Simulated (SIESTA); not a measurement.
ZnS:

```
Zn S
1.0
     0.00000    2.70200    2.70200
     2.70200    0.00000    2.70200
     2.70200    2.70200    0.00000
Zn S
1 1
Cartesian
  4.0530 4.0530 4.0530
  0.0000 0.0000 0.0000
```

Base run:

```yaml
Program: SIESTA 5.4.2
Functional: PBEsol
Potentials_or_basis: PseudoDojo 0.4 standard (PBEsol files)
Basis: DZP (energy shift 0.003 Ry; two zetas on semicore shells)
Grid_cutoff: 800 Ry
Energy_shift: 0.003 Ry
k_mesh: 9 × 9 × 9
Occupations: fermi-dirac, width 0.05 eV
Spin: no spin polarisation
```

Its results: band gap on the k mesh 2.36 eV, direct; pressure -1.1 GPa.

Task: The run is repeated on the same cell with these changes: functional from PBEsol to BLYP; potentials or basis from PseudoDojo 0.4 standard (PBEsol files) to PseudoDojo 0.4 standard (PBE files). What comes out?

Result: Band gap on the k mesh 2.48 eV, direct; pressure 6.1 GPa.

Caveats: short orbitals over semicore shells can move pressures by several GPa; the valence orbitals were made in a potential fitted to the semicore shell under them, which widens gaps by tenths of an eV or more; the basis of atomic orbitals isn't converged, which shifts pressures, moduli and gaps; the potentials were made for another functional, which shifts forces and pressure (some runs).
